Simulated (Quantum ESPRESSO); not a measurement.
# GaN (P6_3mc) in Quantum ESPRESSO: a series of runs

One crystal, GaN, is run at these levels: PBE, PBEsol; tasks: band structure, single point, equation of state.

All numbers are computed with Quantum ESPRESSO 7.5; they aren't measurements. Logs are shortened: lines on timing, memory, paths and dates and some standing lists are left out, and cuts for length are marked.

**Measured values to compare with.**

From “Studying electronic properties in GaN without electrical contacts using γ-γ vs e−-γ Perturbed Angular Correlations”, 2019, pmc:6823545, for a bulk crystal of GaN: band gap 3.503 ± 0.005 eV (direct).

The runs below are set against these values where they give the same quantity.

## (1) The structure

The structure is hexagonal, space group P6_3mc (No. 186). Conventional cell: a = 3.180 Å, b = 3.180 Å, c = 5.166 Å, α = 90.00°, β = 90.00°, γ = 120.00°. Ga (site symmetry 3m) is surrounded by 4 N at 1.94 to 1.95 Å. N (site symmetry 3m) is surrounded by 4 Ga at 1.94 to 1.95 Å.

## (2) Band structure, PBE, spin-orbit coupling, no magnetisation

pw.in reads:

```
&CONTROL
  calculation = 'scf'
  prefix = 'pwscf'
  outdir = './tmp'
  pseudo_dir = './pseudo'
  tprnfor = .true.
  tstress = .true.
  disk_io = 'low'
/
&SYSTEM
  ibrav = 0
  nat = 4
  ntyp = 2
  ecutwfc = 84
  nbnd = 52
  occupations = 'smearing'
  smearing = 'fd'
  degauss = 0.00367493
  noncolin = .true.
  lspinorb = .true.
/
&ELECTRONS
  conv_thr = 8d-10
  electron_maxstep = 120
  mixing_beta = 0.5
/
ATOMIC_SPECIES
Ga    69.7230 Ga.upf
N     14.0070 N.upf
CELL_PARAMETERS angstrom
   3.1800000000    0.0000000000    0.0000000000
  -1.5900000000    2.7539607840    0.0000000000
   0.0000000000    0.0000000000    5.1660000000
ATOMIC_POSITIONS crystal
Ga     0.6666666667    0.3333333333    0.5000000000
Ga     0.3333333333    0.6666666667    0.0000000000
N      0.6666666667    0.3333333333    0.8750000000
N      0.3333333333    0.6666666667    0.3750000000
K_POINTS automatic
10 10 5 0 0 0
```

bands.in reads:

```
&CONTROL
  calculation = 'bands'
  prefix = 'pwscf'
  outdir = './tmp'
  pseudo_dir = './pseudo'
  disk_io = 'low'
  verbosity = 'high'
/
&SYSTEM
  ibrav = 0
  nat = 4
  ntyp = 2
  ecutwfc = 84
  nbnd = 52
  occupations = 'smearing'
  smearing = 'fd'
  degauss = 0.00367493
  noncolin = .true.
  lspinorb = .true.
/
&ELECTRONS
  conv_thr = 1d-08
  electron_maxstep = 120
  mixing_beta = 0.5
  diago_full_acc = .true.
/
ATOMIC_SPECIES
Ga    69.7230 Ga.upf
N     14.0070 N.upf
CELL_PARAMETERS angstrom
   3.1800000000    0.0000000000    0.0000000000
  -1.5900000000    2.7539607840    0.0000000000
   0.0000000000    0.0000000000    5.1660000000
ATOMIC_POSITIONS crystal
Ga     0.6666666667    0.3333333333    0.5000000000
Ga     0.3333333333    0.6666666667    0.0000000000
N      0.6666666667    0.3333333333    0.8750000000
N      0.3333333333    0.6666666667    0.3750000000
K_POINTS crystal
60
 0.0000000000  0.0000000000  0.0000000000 1
 0.0714285714  0.0000000000  0.0000000000 1
 0.1428571429  0.0000000000  0.0000000000 1
 0.2142857143  0.0000000000  0.0000000000 1
 0.2857142857  0.0000000000  0.0000000000 1
 0.3571428571  0.0000000000  0.0000000000 1
 0.4285714286  0.0000000000  0.0000000000 1
 0.5000000000  0.0000000000  0.0000000000 1
 0.4583333333  0.0833333333  0.0000000000 1
 0.4166666667  0.1666666667  0.0000000000 1
 0.3750000000  0.2500000000  0.0000000000 1
 0.3333333333  0.3333333333  0.0000000000 1
 0.2962962963  0.2962962963  0.0000000000 1
 0.2592592593  0.2592592593  0.0000000000 1
 0.2222222222  0.2222222222  0.0000000000 1
 0.1851851852  0.1851851852  0.0000000000 1
 0.1481481481  0.1481481481  0.0000000000 1
 0.1111111111  0.1111111111  0.0000000000 1
 0.0740740741  0.0740740741  0.0000000000 1
 0.0370370370  0.0370370370  0.0000000000 1
 0.0000000000  0.0000000000  0.0000000000 1
 0.0000000000  0.0000000000  0.1250000000 1
 0.0000000000  0.0000000000  0.2500000000 1
 0.0000000000  0.0000000000  0.3750000000 1
 0.0000000000  0.0000000000  0.5000000000 1
 0.0625000000  0.0000000000  0.5000000000 1
 0.1250000000  0.0000000000  0.5000000000 1
 0.1875000000  0.0000000000  0.5000000000 1
 0.2500000000  0.0000000000  0.5000000000 1
 0.3125000000  0.0000000000  0.5000000000 1
 0.3750000000  0.0000000000  0.5000000000 1
 0.4375000000  0.0000000000  0.5000000000 1
 0.5000000000  0.0000000000  0.5000000000 1
 0.4666666667  0.0666666667  0.5000000000 1
 0.4333333333  0.1333333333  0.5000000000 1
 0.4000000000  0.2000000000  0.5000000000 1
 0.3666666667  0.2666666667  0.5000000000 1
 0.3333333333  0.3333333333  0.5000000000 1
 0.3030303030  0.3030303030  0.5000000000 1
 0.2727272727  0.2727272727  0.5000000000 1
 0.2424242424  0.2424242424  0.5000000000 1
 0.2121212121  0.2121212121  0.5000000000 1
 0.1818181818  0.1818181818  0.5000000000 1
 0.1515151515  0.1515151515  0.5000000000 1
 0.1212121212  0.1212121212  0.5000000000 1
 0.0909090909  0.0909090909  0.5000000000 1
 0.0606060606  0.0606060606  0.5000000000 1
 0.0303030303  0.0303030303  0.5000000000 1
 0.0000000000  0.0000000000  0.5000000000 1
 0.5000000000  0.0000000000  0.5000000000 1
 0.5000000000  0.0000000000  0.4000000000 1
 0.5000000000  0.0000000000  0.3000000000 1
 0.5000000000  0.0000000000  0.2000000000 1
 0.5000000000  0.0000000000  0.1000000000 1
 0.5000000000  0.0000000000  0.0000000000 1
 0.3333333333  0.3333333333  0.0000000000 1
 0.3333333333  0.3333333333  0.1250000000 1
 0.3333333333  0.3333333333  0.2500000000 1
 0.3333333333  0.3333333333  0.3750000000 1
 0.3333333333  0.3333333333  0.5000000000 1
```

Potentials or basis: PseudoDojo 0.4 FR PBE standard.

On the command line:

```console
> OMP_NUM_THREADS=1 pw.x -in pw.in > pw.out
> OMP_NUM_THREADS=1 pw.x -in bands.in > bands.out
```

pw.out:

```text
This program is part of the open-source Quantum ESPRESSO suite
     for quantum simulation of materials; please cite
[... 9 lines left out ...]
     --------------------
     sticks:   dense  smooth     PW     G-vecs:    dense   smooth      PW
     Sum         847     847    241                31863    31863    4927

     Using Slab Decomposition

     bravais-lattice index     =            0
     lattice parameter (alat)  =       6.0093  a.u.
     unit-cell volume          =     305.3064 (a.u.)^3
     number of atoms/cell      =            4
     number of atomic types    =            2
     number of electrons       =        36.00
     number of Kohn-Sham states=           52
     kinetic-energy cutoff     =      84.0000  Ry
     charge density cutoff     =     336.0000  Ry
     scf convergence threshold =      8.0E-10
     mixing beta               =       0.5000
     number of iterations used =            8  plain     mixing
     Exchange-correlation= PBE
                           (   1   4   3   4   0   0   0)
     Non magnetic calculation with spin-orbit

     celldm(1)=   6.009329  celldm(2)=   0.000000  celldm(3)=   0.000000
     celldm(4)=   0.000000  celldm(5)=   0.000000  celldm(6)=   0.000000

     crystal axes: (cart. coord. in units of alat)
               a(1) = (   1.000000   0.000000   0.000000 )
               a(2) = (  -0.500000   0.866025   0.000000 )
               a(3) = (   0.000000   0.000000   1.624528 )

     reciprocal axes: (cart. coord. in units 2 pi/alat)
               b(1) = (  1.000000  0.577350 -0.000000 )
               b(2) = (  0.000000  1.154701  0.000000 )
               b(3) = (  0.000000 -0.000000  0.615563 )

     PseudoPot. # 1 for Ga read from file:
     Ga.upf
     Pseudo is Norm-conserving + core correction, Zval = 13.0
     Generated using ONCVPSP code by D. R. Hamann
     Using radial grid of 1926 points, 10 beta functions with:
                l(1) =   0
                l(2) =   0
                l(3) =   1
                l(4) =   1
                l(5) =   1
                l(6) =   1
                l(7) =   2
                l(8) =   2
                l(9) =   2
               l(10) =   2

     PseudoPot. # 2 for N  read from file:
     N.upf
     Pseudo is Norm-conserving + core correction, Zval =  5.0
     Generated using ONCVPSP code by D. R. Hamann
     Using radial grid of 1058 points,  6 beta functions with:
                l(1) =   0
                l(2) =   0
                l(3) =   1
                l(4) =   1
                l(5) =   1
                l(6) =   1

     atomic species   valence    mass     pseudopotential
     Ga               13.00    69.72300     Ga( 1.00)
     N                 5.00    14.00700     N ( 1.00)

     12 Sym. Ops. (no inversion) found ( 6 have fractional translation)

   Cartesian axes

     site n.     atom                  positions (alat units)
         1        Ga     tau(   1) = (   0.5000000   0.2886751   0.8122642  )
         2        Ga     tau(   2) = (  -0.0000000   0.5773503   0.0000000  )
         3        N      tau(   3) = (   0.5000000   0.2886751   1.4214623  )
         4        N      tau(   4) = (  -0.0000000   0.5773503   0.6091981  )

     number of k points=    42  Fermi-Dirac smearing, width (Ry)=  0.0037
                       cart. coord. in units 2pi/alat
        k(    1) = (   0.0000000   0.0000000   0.0000000), wk =   0.0020000
        k(    2) = (   0.0000000   0.0000000   0.1231127), wk =   0.0040000
        k(    3) = (   0.0000000   0.0000000   0.2462253), wk =   0.0040000
        k(    4) = (   0.0000000   0.1154701   0.0000000), wk =   0.0120000
        k(    5) = (   0.0000000   0.1154701   0.1231127), wk =   0.0240000
        k(    6) = (   0.0000000   0.1154701   0.2462253), wk =   0.0240000
[... 34 lines left out ...]
        k(   41) = (   0.3000000   0.5196152   0.1231127), wk =   0.0240000
        k(   42) = (   0.3000000   0.5196152   0.2462253), wk =   0.0240000

     Dense  grid:    31863 G-vectors     FFT dimensions: (  36,  36,  60)

[... 43 lines left out ...]

     End of self-consistent calculation

          k = 0.0000 0.0000 0.0000 (  3995 PWs)   bands (ev):

    -5.2359  -5.2359  -4.3451  -4.3451  -2.9620  -2.9620  -2.9534  -2.9534
    -2.9159  -2.9159  -2.5853  -2.5853  -2.5655  -2.5655  -2.4611  -2.4611
    -2.4120  -2.4120  -2.3921  -2.3921  -2.2629  -2.2629  -1.0796  -1.0796
     3.6769   3.6769   9.7342   9.7342   9.7603   9.7603  10.7451  10.7451
    10.8035  10.8035  10.8092  10.8092  12.8128  12.8128  15.1457  15.1457
    20.0706  20.0706  20.6564  20.6564  20.8743  20.8743  21.7258  21.7258
    22.5257  22.5257  22.7082  22.7082
[... 133 lines left out ...]
    -4.2949  -4.2896  -4.2377  -4.2101  -2.9072  -2.8995  -2.8763  -2.8621
    -2.6390  -2.6082  -2.5855  -2.5373  -2.4672  -2.4443  -2.4333  -2.4152
    -2.3197  -2.3023  -2.2926  -2.2716  -1.3725  -1.3683  -1.0541  -0.9972
     4.4476   4.4499   4.9156   4.9178   8.1977   8.2165   8.7108   8.7130
     9.2061   9.2085   9.2484   9.2513  15.1556  15.1575  15.8489  15.8493
    18.4542  18.4585  18.9227  18.9232  20.8721  20.8983  20.9984  21.0119
    22.5113  22.5120  23.5190  23.5197

          k = 0.0000-0.5774 0.0000 (  3992 PWs)   bands (ev):

    -4.3665  -4.3665  -4.1911  -4.1911  -2.9276  -2.9276  -2.8134  -2.8134
    -2.6719  -2.6719  -2.5162  -2.5162  -2.4247  -2.4247  -2.3742  -2.3742
    -2.3451  -2.3451  -2.2554  -2.2554  -1.2089  -1.2089  -0.6549  -0.6549
     4.3314   4.3314   5.5245   5.5245   6.5416   6.5416   8.0333   8.0333
     8.5510   8.5510   9.8214   9.8214  15.9145  15.9145  16.4481  16.4481
    16.9055  16.9055  19.4901  19.4901  21.2285  21.2285  21.2706  21.2706
    23.3295  23.3295  24.2846  24.2846

          k = 0.0000-0.5774 0.1231 (  3986 PWs)   bands (ev):

    -4.3326  -4.3326  -4.1904  -4.1904  -2.9221  -2.9221  -2.8301  -2.8301
    -2.6562  -2.6562  -2.5163  -2.5163  -2.4369  -2.4369  -2.3966  -2.3966
    -2.3299  -2.3299  -2.2557  -2.2557  -1.1719  -1.1719  -0.7176  -0.7176
     4.1144   4.1144   5.0974   5.0974   7.1881   7.1881   8.1817   8.1817
     8.9544   8.9544   9.6204   9.6204  15.3803  15.3803  15.9620  15.9620
    18.1430  18.1430  18.9386  18.9386  21.2165  21.2165  21.5915  21.5915
    22.1206  22.1206  24.5027  24.5027

          k = 0.0000-0.5774 0.2462 (  3958 PWs)   bands (ev):

    -4.2600  -4.2600  -4.2056  -4.2056  -2.9043  -2.9043  -2.8699  -2.8699
    -2.6062  -2.6062  -2.5441  -2.5441  -2.4464  -2.4464  -2.4261  -2.4261
    -2.3014  -2.3014  -2.2703  -2.2703  -1.0572  -1.0572  -0.8803  -0.8803
     4.0387   4.0387   4.4191   4.4191   8.3804   8.3804   8.5884   8.5884
     9.1270   9.1270   9.1798   9.1798  15.0048  15.0048  15.6432  15.6432
    18.4839  18.4839  18.8668  18.8668  20.8658  20.8658  20.9960  20.9960
    22.5256  22.5256  23.6487  23.6487

          k = 0.1000 0.1732 0.0000 (  3969 PWs)   bands (ev):
[... 231 lines left out ...]
    -4.2285  -4.2265  -4.1829  -4.1515  -2.8950  -2.8859  -2.8028  -2.7984
    -2.7361  -2.6798  -2.5786  -2.5606  -2.4404  -2.4387  -2.3818  -2.3753
    -2.3267  -2.3256  -2.2969  -2.2961  -0.7848  -0.7778  -0.6452  -0.6171
     4.6073   4.6090   4.7365   4.7396   6.3995   6.4018   7.1440   7.1461
     8.9890   9.0078   9.2922   9.2969  17.1471  17.1522  17.1969  17.1970
    18.1703  18.1937  18.6786  18.6841  19.8167  19.8292  20.0097  20.0169
    23.9049  23.9175  24.5984  24.6317

     the Fermi energy is    11.9183 ev

!    total energy              =    -347.47054360 Ry
     estimated scf accuracy    <          1.8E-10 Ry
     smearing contrib. (-TS)   =      -0.00000000 Ry
     internal energy E=F+TS    =    -347.47054360 Ry

     The total energy is F=E-TS. E is the sum of the following terms:
     one-electron contribution =    -104.33044644 Ry
     hartree contribution      =      87.15121715 Ry
     xc contribution           =     -96.28436594 Ry
     ewald contribution        =    -234.00694837 Ry

     convergence has been achieved in  12 iterations

     Forces acting on atoms (cartesian axes, Ry/au):

     atom    1 type  1   force =     0.00000000    0.00000000   -0.00534062
     atom    2 type  1   force =    -0.00000000   -0.00000000   -0.00534062
     atom    3 type  2   force =     0.00000000    0.00000000    0.00534062
     atom    4 type  2   force =     0.00000000    0.00000000    0.00534062

     Total force =     0.010681     Total SCF correction =     0.000001

     Computing stress (Cartesian axis) and pressure

          total   stress  (Ry/bohr**3)                   (kbar)     P=       75.85
   0.00046724  -0.00000000  -0.00000000           68.73       -0.00       -0.00
   0.00000000   0.00046724  -0.00000000            0.00       68.73       -0.00
  -0.00000000  -0.00000000   0.00061231           -0.00       -0.00       90.07

=------------------------------------------------------------------------------=
   JOB DONE.
=------------------------------------------------------------------------------=
```

It took 11 min on 1 thread of Arm Neoverse V1, shared host; peak memory 0.44 GiB.

Results:

* Free energy: -4727.5776 eV
* Pressure: 7.6 GPa
* Largest force: 0.137 eV/Å
* Band gap on the k mesh: 2.00 eV, direct
* Band gap along the path: 2.00 eV, direct

Forces in eV/Å, atoms in the order of the input:
```
Ga   0.000  0.000 -0.137
Ga   0.000  0.000 -0.137
N    0.000  0.000  0.137
N    0.000  0.000  0.137
```

Stress tensor (GPa, compression positive):
```
6.87 0.00 0.00
0.00 6.87 0.00
0.00 0.00 9.01
```

Levels at the corners of the path, in eV from the valence-band top:
```tsv
point	band 33	band 34	band 35	band 36	band 37	band 38	band 39	band 40
Γ	-0.01	-0.01	0.00	0.00	2.00	2.00	4.34	4.34
M	-2.26	-2.26	-0.99	-0.99	5.11	5.11	5.64	5.64
K	-3.03	-3.01	-2.71	-2.71	5.16	5.16	7.89	7.89
Γ	-0.01	-0.01	0.00	0.00	2.00	2.00	4.34	4.34
A	-0.54	-0.54	-0.54	-0.54	4.32	4.32	4.32	4.32
L	-1.92	-1.92	-1.92	-1.92	4.46	4.46	4.46	4.46
H	-1.51	-1.51	-1.50	-1.50	6.51	6.51	6.54	6.54
A	-0.54	-0.54	-0.54	-0.54	4.32	4.32	4.32	4.32
L	-1.92	-1.92	-1.92	-1.92	4.46	4.46	4.46	4.46
M	-2.26	-2.26	-0.99	-0.99	5.11	5.11	5.64	5.64
K	-3.03	-3.01	-2.71	-2.71	5.16	5.16	7.89	7.89
H	-1.51	-1.51	-1.50	-1.50	6.51	6.51	6.54	6.54
```

## (3) Single point, PBEsol, 10.63 Å³/atom

Edit pw.in of step 2 so:

```diff
@@ -7,3 +7,3 @@
   tstress = .true.
-  disk_io = 'low'
+  disk_io = 'nowf'
 /
@@ -14,3 +14,3 @@
   ecutwfc = 84
-  nbnd = 52
+  nbnd = 26
   occupations = 'smearing'
@@ -18,4 +18,2 @@
   degauss = 0.00367493
-  noncolin = .true.
-  lspinorb = .true.
 /
@@ -30,5 +28,5 @@
 CELL_PARAMETERS angstrom
-   3.1800000000    0.0000000000    0.0000000000
-  -1.5900000000    2.7539607840    0.0000000000
-   0.0000000000    0.0000000000    5.1660000000
+   3.1150838257    0.0000000000    0.0000000000
+  -1.5575419129    2.6977417280    0.0000000000
+   0.0000000000    0.0000000000    5.0605418376
 ATOMIC_POSITIONS crystal
```

Potentials or basis: PseudoDojo 0.4.1 SR PBEsol standard.

On the command line:

```console
> OMP_NUM_THREADS=1 pw.x -in pw.in > pw.out
```

Run time: 55 s. Hardware: 1 thread of Arm Neoverse V1, shared host; peak memory 0.12 GiB.

It converged, with:

- Free energy: -4719.9961 eV
- Pressure: 14.9 GPa
- Largest force: 0.150 eV/Å
- Band gap on the k mesh: 2.37 eV, direct

[end of part 1 of 2]
